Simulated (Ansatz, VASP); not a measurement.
One calculation of Be, two programs

```xyz
1
Lattice="-1.2657 1.2657 1.2531 1.2657 -1.2657 1.2531 1.2657 1.2657 -1.2531" Properties=species:S:1:pos:R:3 pbc="T T T"
Be    0.0000    0.0000    0.0000
```

Change from the starting cell: equal xx and yy strain of +1 %, crystal datasets.

Alike in both runs: task electric field gradients; functional PBEsol; k mesh 23 × 23 × 23; occupations fermi-dirac, width 0.03 eV; no spin polarisation.

|  | VASP | Ansatz |
| --- | --- | --- |
| version | VASP 6.6.1 | Ansatz 0.2.0 |
| potentials or method | VASP PAW PBE potentials, release 64 (Be), cutoff 520 eV | all-electron PAW with datasets made for the crystal, scalar-relativistic |

VASP gave:

```
pressure (GPa)                                                 : -3.9
largest component of the traceless stress (GPa)                : 0.31
Vzz of the field gradient on the site that differs most (V/Å²) : -0.1
```

Question: Which values does Ansatz return?

Answer: Pressure (GPa): -4.3; largest component of the traceless stress (GPa): 0.32; Vzz of the field gradient on the site that differs most (V/Å²): 0.0.

Ansatz ran all-electron here, so the differences hold the error of VASP's frozen core and of both bases.

Caveats: the PAW data sets were made with another functional, which shifts forces and pressure a little (VASP).
